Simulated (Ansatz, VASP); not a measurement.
**W: VASP beside Ansatz**

```
W
1.0
    -1.58234    1.58234    1.58234
     1.58234   -1.58234    1.58234
     1.58234    1.58234   -1.58234
W
1
Direct
  0.00000 0.00000 0.00000
```

Alike in both runs: task single point; functional LDA; k mesh 12 × 12 × 12; occupations fermi-dirac, width 0.05 eV; no spin polarisation; Hubbard terms W d U = 2 eV.

|  | VASP | Ansatz |
| --- | --- | --- |
| version | VASP 6.6.1 | Ansatz 0.2.0 |
| potentials or method | VASP PAW LDA potentials, release 64 (W_sv) | Ansatz PAW |
| plane-wave cutoff (eV) | 520 | 420 |
| valence electrons in the cell | 14 | 14 |

VASP gave:

- gap on the k mesh at the Fermi level (eV): none
- pressure (GPa): -1.6

Q: Which values does Ansatz return?

A: gap on the k mesh at the Fermi level (eV): none; pressure (GPa): -8.3.

The programs project onto different local orbitals, so the same U acts differently. A gap of «none» marks a metal or a gap that the smearing closes.

Caveats: U without spin polarisation on a metal has little footing; the U is typed as a test and isn't derived for this compound; the PAW data sets come from PBE, with cores solved anew for the run's functional, which leaves a small shift of forces and pressure (Ansatz). The runs have no spin-orbit coupling, so splittings on W are missing.
